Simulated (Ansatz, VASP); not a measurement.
MgI2: VASP beside Ansatz

```
Mg I
1.0
     4.15370    0.00000    0.00000
    -2.07685    3.59721    0.00000
     0.00000    0.00000    6.86200
Mg I
1 2
Direct
  0.00000 0.00000 0.00000
  0.27237 0.63618 0.80196
  0.60570 0.30285 0.28670
```

Change from the starting cell: all I atoms moved +0.375 Å, as atom 2 towards its neighbour atom 3 (I) at 4.101 Å.

Alike in both runs: task single point; functional LDA; k mesh 6 × 6 × 4; occupations gaussian, width 0.05 eV; no spin polarisation.

```csv
,VASP,Ansatz
version,VASP 6.6.1,Ansatz 0.2.0
potentials or method,"VASP PAW LDA potentials, release 64 (Mg, I)","scalar-relativistic, plane waves, PAW"
plane-wave cutoff (eV),520,420
valence electrons in the cell,16,44
```

Ansatz gave:

```
gap on the k mesh at the Fermi level (eV)       : 2.63
least direct gap on the mesh (eV)               : 2.63
pressure (GPa)                                  : -0.3
largest component of the traceless stress (GPa) : 0.96
rms of the force components (eV/Å)              : 0.724
```

Problem. What did VASP give for the same quantities?

Solution. gap on the k mesh at the Fermi level (eV): 2.63; least direct gap on the mesh (eV): 2.63; pressure (GPa): -0.4; largest component of the traceless stress (GPa): 0.97; rms of the force components (eV/Å): 0.727.

Atom by atom the forces differ by 0.005 eV/Å (rms over components). The two sets of potentials don't hold the same shells in valence.

Caveats: spin-orbit coupling is left out, which moves the levels of the heavy elements; forces of over 1 eV/Å show positions far from the minimum, so gaps and moduli don't describe the material at rest. A k mesh can miss the band edges.
